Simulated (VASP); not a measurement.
# Settings for AlNi₃: projections on local functions

AlNi₃, Pm-3m (no. 221), 4 atoms in the cell. PBE, projections on local functions; PAW potentials Ni, Al (PBE set). VASP 6.6.1.

Wanted: filling of the local functions (per spin) within 0.005.

POSCAR:
```
AlNi3
1.0
    3.5230547267      0.0000000000      0.0000000000
    0.0000000000      3.5230547267      0.0000000000
    0.0000000000      0.0000000000      3.5230547267
Ni Al
3 1
Direct
    0.5000000000      0.5000000000      0.0000000000
    0.5000000000      0.0000000000      0.5000000000
    0.0000000000      0.5000000000      0.5000000000
    0.0000000000      0.0000000000      0.0000000000
```

The series start from Cutoff ENCUT (eV): 500; k mesh: 7 × 7 × 7. Each series keeps the choices made before it, and each single choice may use up half of a tolerance. Times cover all steps of a run.

## Cutoff ENCUT (eV)

| Cutoff ENCUT (eV) | Filling of the local functions (per spin), largest deviation | Time (s) |
|---|---|---|
| 250 | 0.0409 | 25 |
| 300 | 0.0190 | 29 |
| 350 | 0.0040 | 33 |
| 400 | 0.0046 | 34 |
| 500 | 0.0042 | 52 |
| 600 | 0.0019 | 54 |
| 750 (reference) | 0.0000 | 64 |

Chosen: 600, the loosest value from which every tighter one stays within half of the tolerance.

## k mesh

| k mesh | Filling of the local functions (per spin), largest deviation | Time (s) |
|---|---|---|
| 3 × 3 × 3 | 0.0317 | 18 |
| 4 × 4 × 4 | 0.0602 | 31 |
| 6 × 6 × 6 | 0.0035 | 42 |
| 7 × 7 × 7 | 0.0023 | 54 |
| 9 × 9 × 9 | 0.0022 | 81 |
| 11 × 11 × 11 (reference) | 0.0000 | 146 |

Chosen: 7 × 7 × 7.

## All choices together

| Input | Filling of the local functions (per spin), largest deviation | Time (s) |
|---|---|---|
| program defaults, k points 0.5 per Å apart (naive) | 0.0841 | 8.3 |
| chosen settings | 0.0033 | 54 |
| reference settings throughout | 0.0000 | 208 |

The tolerance is met.

## The input

INCAR.step1:
```
  PREC = Accurate
  ENCUT = 600
  EDIFF = 1E-6
  ISMEAR = 0
  SIGMA = 0.05
  LASPH = True
  LREAL = False
  ALGO = Normal
  NELM = 120
  LWAVE = True
  LCHARG = False
  NBANDS = 32
  KPAR = 4
  GGA = PE
  ISPIN = 2
  MAGMOM = 1 1 1 0
  LMAXMIX = 4
```

INCAR.step2:
```
SYSTEM = AlNi3
PREC = Accurate
ENCUT = 600
EDIFF = 1E-6
ISMEAR = 0
SIGMA = 0.05
LASPH = .TRUE.
LREAL = .FALSE.
ALGO = None
NELM = 1
LCHARG = .FALSE.
NBANDS = 32
GGA = PE
ISPIN = 2
MAGMOM = 1 1 1 0
LMAXMIX = 4
ISTART = 1
LWAVE = .FALSE.
LOCPROJ = "1 2 3 : s : Pr
1 2 3 : p : Pr
1 2 3 : d : Pr
4 : s : Pr
4 : p : Pr"
```

INCAR.step3:
```
SYSTEM = AlNi3
PREC = Accurate
ENCUT = 600
EDIFF = 1E-6
ISMEAR = 0
SIGMA = 0.05
LASPH = .TRUE.
LREAL = .FALSE.
ALGO = None
NELM = 1
LCHARG = .FALSE.
NBANDS = 32
GGA = PE
ISPIN = 2
MAGMOM = 1 1 1 0
LMAXMIX = 4
ISTART = 1
LWAVE = .FALSE.
LOCPROJ = "1 2 3 : s : Hy 1 2.0
1 2 3 : p : Hy 1 2.0
1 2 3 : d : Hy 1 2.0
4 : s : Hy 1 2.0
4 : p : Hy 1 2.0"
```

KPOINTS:
```
Automatic mesh
0
Gamma
  7 7 7
  0 0 0
```

Commands (each step's output is kept before the next begins):
```
cat potpaw_PBE.64/Ni/POTCAR potpaw_PBE.64/Al/POTCAR > POTCAR
cp INCAR.step1 INCAR
mpirun -np 4 vasp_std > vasp.out
cp INCAR.step2 INCAR
mpirun -np 1 vasp_std > vasp.out
cp INCAR.step3 INCAR
mpirun -np 1 vasp_std > vasp.out
```

Limits: VASP refuses the step with PAW projectors here (LPRJ_READER: function: 4 no projector for highest valence state with L=1 on species 1), and the others go on without it; the functions aren't orthogonal, so the fillings don't add up to the electrons.

The chosen input took VASP 6.6.1 54 s on 4 cores (Intel Xeon Platinum 8259CL @ 2.50GHz (Skylake/Cascade Lake)), a shared host.

## An input that fails: hybrid orbitals asked of PAW projectors

VASP's message: LPRJ_READER ERROR: function: 1 is not a simple spherical harmonic L= -3.

Changes against the starting input:
```
(step 2)
- LOCPROJ = "1 2 3 : s : Pr
1 2 3 : p : Pr
1 2 3 : d : Pr
4 : s : Pr
4 : p : Pr"
+ LOCPROJ = 1 : sp3 : Pr
```
